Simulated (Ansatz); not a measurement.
Input and command of a plane-wave DFT calculation in Ansatz:

```yaml
crystal:
  lattice:
    - [-3.3470468442, 0.0, 0.0]
    - [0.0, -3.3470468442, 0.0]
    - [0.0, 0.0, 13.4279644792]
  atoms:
    - { symbol: Nb, position: [0.0, 0.0, 0.496791545] }
    - { symbol: Nb, position: [0.5, 0.5, 0.071262996] }
    - { symbol: Nb, position: [0.5, 0.0, 0.2840272705] }
    - { symbol: Nb, position: [0.0, 0.5, 0.7095558194] }
    - { symbol: P, position: [0.5, 0.5, 0.5670541463] }
    - { symbol: P, position: [1.0, 0.0, 0.1415255974] }
    - { symbol: P, position: [1.0, 0.5, 0.3542898718] }
    - { symbol: P, position: [0.5, 0.0, 0.7798184207] }
basis:
  ecutwfc: 420
kpoints:
  mp_grid: { grid: [14, 14, 4] }
hamiltonian:
  xc: pbe
scf:
  occupations: { method: gaussian, width: 0.15 }
output:
  forces: true
  stress: true
  eigenvalues: true
```

```bash
ansatz run input.yaml --threads 2 --pin off --max-ram 5120MiB --backend cpu --events-out ev --progress --plain --runs-dir out
```

Processor: Arm Neoverse V2, 2 threads, on a host shared with other jobs.

Task: How long does it run, and how much memory does it take?

Result: About 60 s on 2 threads of Arm Neoverse V2 (shared host), peak memory 1 GiB. It solves 44 bands at 192 k points (the mesh reduced by symmetry) with about 2981 plane waves, in 9 SCF iterations.
